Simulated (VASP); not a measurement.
Here is a VASP 6.6.1 calculation.

Contents of INCAR:

```
SYSTEM = KF
ALGO = Normal
EDIFF = 1E-7
EDIFFG = -0.01
ENCUT = 300
GGA = PE
IBRION = 2
ISIF = 2
ISMEAR = 0
LASPH = .True.
LCHARG = .False.
LREAL = .False.
LWAVE = .False.
NELM = 80
NSW = 40
PREC = Accurate
SIGMA = 0.03
```

KPOINTS

```
k-points
0
Gamma
  5 5 5
  0 0 0
```

Contents of POSCAR:

```
KF                                      
1.0
    0.0000000000      2.6849011286      2.6849011286
    2.6849011286      0.0000000000      2.6849011286
    2.6849011286      2.6849011286     -0.0000000000
  K               F             
     1     1
Direct
     0.0000000000000000    0.0000000000000000    1.0000000000000000
     0.5000000000000000    0.5000000000000000    0.5000000000000000
```

Potentials or basis: VASP PAW PBE potentials, release 64 (K_sv, F_s).

The run is started by

```sh
$ cat potpaw_PBE.64/K_sv/POTCAR potpaw_PBE.64/F_s/POTCAR > POTCAR
$ mpirun -np 1 vasp_std > vasp.out
```

Q: Predict the band gap on the k mesh.

A: 6.10 eV, direct.

Final structure:
```yaml
crystal:
  lattice:
    - [0.00000, 2.68490, 2.68490]
    - [2.68490, 0.00000, 2.68490]
    - [2.68490, 2.68490, 0.00000]
  atoms:
    - { symbol: K, position: [0.00000, 0.00000, 0.00000] }
    - { symbol: F, position: [0.50000, 0.50000, 0.50000] }
```

Caveat: the relaxation stopped at its first step, so nothing moved.
